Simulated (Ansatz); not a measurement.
# WC (Fm-3m) in Ansatz: notebook

One crystal, WC, is run at these levels: r2SCAN; tasks: single point, equation of state.

Everything below comes from runs of Ansatz 0.2.0. Logs are shortened: lines on timing, memory, paths and dates and some standing lists are left out, and cuts for length are marked.

## (1) The crystal as given

Symmetry: Fm-3m, No. 225, cubic system. Conventional cell: a = 4.385 Å, b = 4.385 Å, c = 4.385 Å, α = 90.00°, β = 90.00°, γ = 90.00°. W (site symmetry m-3m) has 6 C at 2.19 Å as nearest neighbours. C (site symmetry m-3m) is surrounded by 6 W at 2.19 Å.

Measurements of this composition are mostly on another form, of space group No. 187.

## (2) Single point, r2SCAN, 9.91 Å³/atom (volume scaled by 0.94)

Input file input.yaml:

```yaml
crystal:
  lattice:
    - [0.0, 2.1479227872, 2.1479227872]
    - [2.1479227872, 0.0, 2.1479227872]
    - [2.1479227872, 2.1479227872, 0.0]
  atoms:
    - { symbol: W, position: [0.0, 0.0, 0.0] }
    - { symbol: C, position: [0.5, 0.5, 0.5] }
hamiltonian:
  xc: r2scan
  pseudopotentials: { kind: paw }
kpoints:
  mp_grid: { grid: [10, 10, 10] }
scf:
  occupations: { method: fermi_dirac, width: 0.05 }
output:
  forces: true
  stress: true
  eigenvalues: true
```

Potentials or basis: Ansatz PAW.

Run with:

```
ansatz run input.yaml --threads 2 --pin off --max-ram 5632MiB --backend cpu --events-out ev --progress --plain --runs-dir out
```

Standard output:

```text
Warning: RAYON_NUM_THREADS=2 ignored (pool sized by the plan → 2); use --threads N
Engine: ansatz 0.2.0, aarch64-unknown-linux-gnu
Pseudopotentials: kind: paw
Pseudopotential: W, paw, valence charge 14, recommended cutoff 500 eV (meta_gga), W.paw.azcp
Pseudopotential: C, paw, valence charge 4, recommended cutoff 500 eV (meta_gga), C.paw.azcp
Functional definition: r2SCAN
  parameter k0 = 0.174
  parameter k1 = 0.065
  parameter a1 = 4.9479
  exchange = r2scan_x(k0 = k0, k1 = k1, a1 = a1)
  correlation = r2scan_c
Crystal: 2 atoms, lattice volume = 19.819 Å³
Basis set: ecut = 500 eV, 531 PW (Γ), exchange–correlation on 96×96×96 points (64 copies of the dense FFT grid, shifted against one another)
Bands: 13, of which v1, the nominal top of the filled ones, is band 9 counted from 1 (8 counted from 0)
Symmetry: 48 space group operations
Space group: Fm-3m (ITA 225), of the structure as read, at distance tolerance 2.7e-5 Å
k-points: 47 of 1000
Non-local potential: W, projectors of the file, l = 0: 3, l = 1: 2, l = 2: 2, l = 3: 1
Non-local potential: C, projectors of the file, l = 0: 2, l = 1: 2, l = 2: 1
PAW form: soft (Blöchl's): semilocal exchange-correlation on the pseudo side does not see the compensation charge
PAW frozen core: W, regenerated for the run's functional (the file was generated under x = pbe(κ = 0.804, μ = 0.2195149727645171), c = pbe(β = 0.06672455060314922))
PAW frozen core: C, regenerated for the run's functional (the file was generated under x = pbe(κ = 0.804, μ = 0.2195149727645171), c = pbe(β = 0.06672455060314922))
PAW one-centre angular grid: W, 590 points (default); XC on 160 Gauss nodes
PAW one-centre angular grid: C, 302 points (default); XC on 239 of its mesh's 2573 points in the sphere
Initial density: superposition of atomic densities (neutral atoms: chi_scale 0, normalization atom), corrected by the library's trained network
Initial wavefunctions: pseudopotential atomic-orbital guess
Functional: x = r2scan, c = r2scan; τ floored in thin density (d = 2e-4 eV/Å³)
SCF iter   1: F=—  HF=-10648.229144 eV  |F-HF|=—  |Δ(HF+E_count)|=         —  Δρ=6.96e-3  dr2=3.50e-3  dr2_τ=2.16e-1  ethr=1.77e-3  ⟨swp⟩=5.9  Hψ=7777  notcnv=0  defer=13
automatic band count: the SCF goes on with 17 bands, as 13 were too few: the levels above may hold too much charge
preconditioner: auto → none  [metal: Δε(μ)=0.064 eV  Ē_g=16.163 eV  σ=0.050 eV  W_gap=0.29  n_scr=8 (ndim 8)  ℏωp=26.4 eV  f_vac=0.000  D(μ)=0.67/eV (n_scr^D=0)  sad-step TF]
SCF iter   2: F=—  HF=-10648.296088 eV  |F-HF|=—  |Δ(HF+E_count)|=   6.69e-2  Δρ=5.47e-3  dr2=3.48e-3  dr2_τ=2.17e-4  ethr=1.94e-5  ⟨swp⟩=2.4  Hψ=1839  notcnv=0  defer=95
SCF iter   3: F=—  HF=-10648.298266 eV  |F-HF|=—  |Δ(HF+E_count)|=   2.18e-3  Δρ=2.54e-3  dr2=8.26e-4  dr2_τ=1.23e-4  ethr=1.94e-5  ⟨swp⟩=2.0  Hψ=1173  notcnv=0  defer=95
SCF iter   4: F=—  HF=-10648.298565 eV  |F-HF|=—  |Δ(HF+E_count)|=   2.99e-4  Δρ=1.36e-3  dr2=3.94e-4  dr2_τ=1.83e-5  ethr=4.59e-6  ⟨swp⟩=2.0  Hψ=961  notcnv=0  defer=95
SCF iter   5: F=—  HF=-10648.298544 eV  |F-HF|=—  |Δ(HF+E_count)|=   2.07e-5  Δρ=2.58e-4  dr2=1.10e-5  dr2_τ=7.54e-7  ethr=2.19e-6  ⟨swp⟩=1.9  Hψ=861  notcnv=0  defer=95
SCF iter   6: F=—  HF=-10648.298544 eV  |F-HF|=—  |Δ(HF+E_count)|=   7.41e-7  Δρ=3.01e-5  dr2=1.25e-7  dr2_τ=5.69e-8  ethr=6.09e-8  ⟨swp⟩=2.1  Hψ=937  notcnv=0  defer=95
SCF iter   7: F=-10648.298544 eV  HF=-10648.298544 eV  |F-HF|=4.67e-10  |Δ(HF+E_count)|=   5.63e-8  Δρ=5.57e-6  dr2=2.07e-9  dr2_τ=1.36e-9  ethr=5.56e-10  ⟨swp⟩=8.7  Hψ=3684  notcnv=0
SCF 1 converged in 7 iterations: F = -10648.298544 eV  dr2 = 2.07e-9
SCF converged after 7 iterations
Free energy (F): -10648.298544 eV
Harris-Foulkes:  -10648.298544 eV  (|F-HF|=4.67e-10)
Internal energy: -10648.293014 eV  (E = F + TS)
E sigma→0 (E₀):  -10648.295779 eV
Entropy (-TS):   -0.005530 eV (-2.765 meV/atom)
Fermi energy:    23.389379 eV
--- Per-component energies (eV) ---
  E_band       = -52.808226
  E_kinetic    = 547.820411
  E_local      = -616.115318  (includes V_loc(G=0)·N_el)
  E_nonlocal   = 27.266554
  E_hartree    = 220.007862
  E_xc         = -298.961665
  E_vxc        = -328.676655  (∫ρ·V_xc dr)
  E_paw        = -8694.089311  (= ΣΔE_a)
  E_vpaw       = -139.998787  (= ΣTr[D̂ρ^β])
  E_aug_tail   = -0.000050  (compensation charges beyond the density's cutoff)
  E_vtau       = 16.880464  (kinetic-family band-sum trace: ∫τ·v_τ [+ j·A + Jᵃ·Aᵃ] dr)
  E_ewald      = -1833.608774
  E_core_change = -0.612723  (= ΣΔE_core)
  E_smearing   = -0.005530  (= −TS)
  E_closure    = 0.000000  (closes the sum)
  Σ components = -10648.298544   (vs F -10648.298544, Δ=0.00e0)
--- Forces (eV/Å), atoms counted from 1 ---
  atom   1  W     -0.00000000     0.00000000    -0.00000000
  atom   2  C      0.00000000    -0.00000000     0.00000000
  max |Σ_I F_I| component: 2.17e-30 eV/Å
--- Stress (GPa, compression-positive) ---
       19.996659       0.000000       0.000000
        0.000000      19.996659       0.000000
        0.000000       0.000000      19.996659
  P = ⅓ Tr σ = 19.9967 GPa (199.967 kbar)
--- Band table (eV; the first three rows and the last of 47) ---
  k-point 0: bands = ["-54.0173", "-17.3813", "-17.3813", "-17.3813", "6.0644", "20.2337", "20.2337", "20.2337", "22.0468", "22.0468", "22.0468", "22.2703", "22.2703", "31.0120", "33.7672", "48.2208", "48.2208"]
  k-point 1: bands = ["-54.0120", "-17.4604", "-17.3893", "-17.3893", "6.3779", "19.2189", "19.7063", "19.7063", "20.9202", "20.9202", "22.5006", "24.5421", "24.5421", "31.5537", "34.4732", "45.6515", "46.7264"]
  k-point 2: bands = ["-53.9981", "-17.6630", "-17.4099", "-17.4099", "7.2592", "17.4090", "18.1564", "18.1564", "21.5937", "21.5937", "23.0805", "27.1864", "27.1864", "32.6310", "36.0678", "42.6813", "43.4854"]
  k-point 46: bands = ["-53.9431", "-17.9355", "-17.8052", "-17.6667", "9.2185", "16.6278", "16.6488", "16.8108", "22.9547", "24.7006", "25.9401", "27.2185", "29.0762", "36.0111", "36.7908", "38.3874", "41.5553"]
```

Run time: 2.8 s. Hardware: 2 threads of Arm Neoverse N1, shared host; peak memory 0.34 GiB.

What came out:

```
Free energy            : -10648.2985 eV
Pressure               : 20.0 GPa
Band gap on the k mesh : none (metal or under the smearing width)
```

Caveat: the PAW data sets come from PBE, with cores solved anew for the run's functional, which leaves a small shift of forces and pressure.

## (3) Single point, r2SCAN, 10.12 Å³/atom (volume scaled by 0.96)

Changes to input.yaml since step 2:

```diff
@@ -2,5 +2,5 @@
   lattice:
-    - [0.0, 2.1479227872, 2.1479227872]
-    - [2.1479227872, 0.0, 2.1479227872]
-    - [2.1479227872, 2.1479227872, 0.0]
+    - [0.0, 2.1630495024, 2.1630495024]
+    - [2.1630495024, 0.0, 2.1630495024]
+    - [2.1630495024, 2.1630495024, 0.0]
   atoms:
```

Potentials or basis: Ansatz PAW.

Run with:

```
ansatz run input.yaml --threads 2 --pin off --max-ram 5632MiB --backend cpu --events-out ev --progress --plain --runs-dir out
```

Wall time 2.8 s (2 threads of Arm Neoverse N1, shared host); peak memory 0.34 GiB.

Results (log left out):

```
Free energy            : -10648.3386 eV
Pressure               : 10.6 GPa
Band gap on the k mesh : none (metal or under the smearing width)
```

Caveat: the PAW data sets come from PBE, with cores solved anew for the run's functional, which leaves a small shift of forces and pressure.

## (4) Single point, r2SCAN, 10.33 Å³/atom (volume scaled by 0.98)

Changes to input.yaml since step 3:

```diff
@@ -2,5 +2,5 @@
   lattice:
-    - [0.0, 2.1630495024, 2.1630495024]
-    - [2.1630495024, 0.0, 2.1630495024]
-    - [2.1630495024, 2.1630495024, 0.0]
+    - [0.0, 2.1779675566, 2.1779675566]
+    - [2.1779675566, 0.0, 2.1779675566]
+    - [2.1779675566, 2.1779675566, 0.0]
   atoms:
@@ -19 +19,5 @@
   eigenvalues: true
+  write_density: true
+  write_potential: true
+  elf: true
+  volumetric_format: npy
```

Run with:

```
ansatz run input.yaml --threads 2 --pin off --max-ram 5632MiB --backend cpu --events-out ev --progress --plain --runs-dir out
```

Wall time 3.5 s (2 threads of Arm Neoverse N1, shared host); peak memory 0.34 GiB.

It converged, with:

```yaml
Free_energy: -10648.3553 eV
Pressure: 2.2 GPa
Band_gap_on_the_k_mesh: none (metal or under the smearing width)
```

Caveat: the PAW data sets come from PBE, with cores solved anew for the run's functional, which leaves a small shift of forces and pressure.

## (5) Single point, r2SCAN, 10.54 Å³/atom

Input file input.yaml:

```yaml
crystal:
  lattice:
    - [0.0, 2.192684, 2.192684]
    - [2.192684, 0.0, 2.192684]
    - [2.192684, 2.192684, 0.0]
  atoms:
    - { symbol: W, position: [0.0, 0.0, 0.0] }
    - { symbol: C, position: [0.5, 0.5, 0.5] }
hamiltonian:
  xc: r2scan
  pseudopotentials: { kind: paw }
kpoints:
  mp_grid: { grid: [10, 10, 10] }
scf:
  occupations: { method: fermi_dirac, width: 0.05 }
output:
  forces: true
  stress: true
  eigenvalues: true
```

Run with:

```
ansatz run input.yaml --threads 2 --pin off --max-ram 5632MiB --backend cpu --events-out ev --progress --plain --runs-dir out
```

It took 2.8 s on 2 threads of Arm Neoverse N1, shared host; peak memory 0.34 GiB.

It converged, with:

```
Free energy            : -10648.3509 eV
Pressure               : -5.4 GPa
Band gap on the k mesh : none (metal or under the smearing width)
```

Caveat: the PAW data sets come from PBE, with cores solved anew for the run's functional, which leaves a small shift of forces and pressure.

## (6) Single point, r2SCAN, 10.75 Å³/atom (volume scaled by 1.02)

Changes to input.yaml since step 5:

```diff
@@ -2,5 +2,5 @@
   lattice:
-    - [0.0, 2.192684, 2.192684]
-    - [2.192684, 0.0, 2.192684]
-    - [2.192684, 2.192684, 0.0]
+    - [0.0, 2.2072055093, 2.2072055093]
+    - [2.2072055093, 0.0, 2.2072055093]
+    - [2.2072055093, 2.2072055093, 0.0]
   atoms:
```

Potentials or basis: Ansatz PAW.

Run with:

```
ansatz run input.yaml --threads 2 --pin off --max-ram 5632MiB --backend cpu --events-out ev --progress --plain --runs-dir out
```

Wall time 3 s (2 threads of Arm Neoverse N1, shared host); peak memory 0.34 GiB.

It converged, with:

```
Free energy            : -10648.3276 eV
Pressure               : -12.2 GPa
Band gap on the k mesh : none (metal or under the smearing width)
```

Caveat: the PAW data sets come from PBE, with cores solved anew for the run's functional, which leaves a small shift of forces and pressure.

## (7) Single point, r2SCAN, 10.96 Å³/atom (volume scaled by 1.04)

Changes to input.yaml since step 6:

```diff
@@ -2,5 +2,5 @@
   lattice:
-    - [0.0, 2.2072055093, 2.2072055093]
-    - [2.2072055093, 0.0, 2.2072055093]
-    - [2.2072055093, 2.2072055093, 0.0]
+    - [0.0, 2.2215384142, 2.2215384142]
+    - [2.2215384142, 0.0, 2.2215384142]
+    - [2.2215384142, 2.2215384142, 0.0]
   atoms:
```

Run with:

```
ansatz run input.yaml --threads 2 --pin off --max-ram 5632MiB --backend cpu --events-out ev --progress --plain --runs-dir out
```

Wall time 2.9 s (2 threads of Arm Neoverse N1, shared host); peak memory 0.34 GiB.

The run converged. Its results:

| Quantity | Value |
| --- | --- |
| Free energy | -10648.2873 eV |
| Pressure | -18.3 GPa |
| Band gap on the k mesh | none (metal or under the smearing width) |

Caveat: the PAW data sets come from PBE, with cores solved anew for the run's functional, which leaves a small shift of forces and pressure.

## (8) Single point, r2SCAN, 11.17 Å³/atom (volume scaled by 1.06)

Changes to input.yaml since step 7:

```diff
@@ -2,5 +2,5 @@
   lattice:
-    - [0.0, 2.2215384142, 2.2215384142]
-    - [2.2215384142, 0.0, 2.2215384142]
-    - [2.2215384142, 2.2215384142, 0.0]
+    - [0.0, 2.2356887219, 2.2356887219]
+    - [2.2356887219, 0.0, 2.2356887219]
+    - [2.2356887219, 2.2356887219, 0.0]
   atoms:
```

Run with:

```
ansatz run input.yaml --threads 2 --pin off --max-ram 5632MiB --backend cpu --events-out ev --progress --plain --runs-dir out
```

Run time: 2.9 s. Hardware: 2 threads of Arm Neoverse N1, shared host; peak memory 0.34 GiB.

It converged, with:

```yaml
Free_energy: -10648.2318 eV
Pressure: -23.8 GPa
Band_gap_on_the_k_mesh: none (metal or under the smearing width)
```

Caveat: the PAW data sets come from PBE, with cores solved anew for the run's functional, which leaves a small shift of forces and pressure.

## (9) Equation of state, r2SCAN

Potentials or basis: Ansatz PAW.

This step only gathers the single runs of the series.

Results:

* Equilibrium volume: 10.39 Å³/atom
* Bulk modulus: 382 GPa
* Pressure derivative of the bulk modulus: 4.3

Energy against volume, from the lowest point:
| volume (Å³/atom) | energy (meV/atom) |
| --- | --- |
| 9.910 | 28.36 |
| 10.120 | 8.33 |
| 10.331 | 0.00 |
| 10.542 | 2.19 |
| 10.753 | 13.83 |
| 10.964 | 33.96 |
| 11.175 | 61.71 |

Caveat: the PAW data sets were made with another functional, which shifts forces and pressure a little. Spin-orbit coupling is left out, which matters for the levels of W.
